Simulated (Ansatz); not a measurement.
Set up this calculation in Ansatz 0.2.0, as the native input.

| Property | Result |
| --- | --- |
| Task | single point |
| Functional | PBE |
| Potentials or basis | all-electron LAPW, scalar-relativistic |
| Cutoff | 254 eV (chosen from the basis error) |
| Basis error allowed | 0.001 eV/atom |
| k mesh | 10 × 10 × 8 |
| Occupations | fermi-dirac, width 0.05 eV |
| Spin | no spin polarisation |

MoP:

```
CELL_PARAMETERS angstrom
3.22300 0.00000 0.00000
-1.61150 2.79120 0.00000
0.00000 0.00000 3.19100
ATOMIC_POSITIONS crystal
Mo 0.00000 0.00000 0.00000
P 0.33333 0.66667 0.50000
```

One way to write it, as run:

input.yaml

```yaml
crystal:
  lattice:
    - [3.223, 0.0, 0.0]
    - [-1.6115, 2.7911998764, 0.0]
    - [0.0, 0.0, 3.191]
  atoms:
    - { symbol: Mo, position: [0.0, 0.0, 0.0] }
    - { symbol: P, position: [0.3333333333, 0.6666666667, 0.5] }
kpoints:
  mp_grid: { grid: [10, 10, 8] }
scf:
  occupations: { method: fermi_dirac, width: 0.05 }
hamiltonian:
  xc: pbe
  pseudopotentials: { kind: all_electron, lapw: { basis_error: 0.001 } }
output:
  forces: true
  stress: true
  eigenvalues: true
```

Potentials or basis: all-electron LAPW, scalar-relativistic.

Launch:

```console
$ ansatz run input.yaml --threads 1 --pin off --max-ram 3072MiB --backend cpu --events-out ev --progress --plain --runs-dir out
```

Results of the run:

```yaml
Pressure: 2.6 GPa
Band_gap_on_the_k_mesh: none (metal or under the smearing width)
```

It took 33 s on 1 thread of Intel(R) Xeon(R) Processor @ 2.70GHz (shared host), peak memory 0.35 GiB.
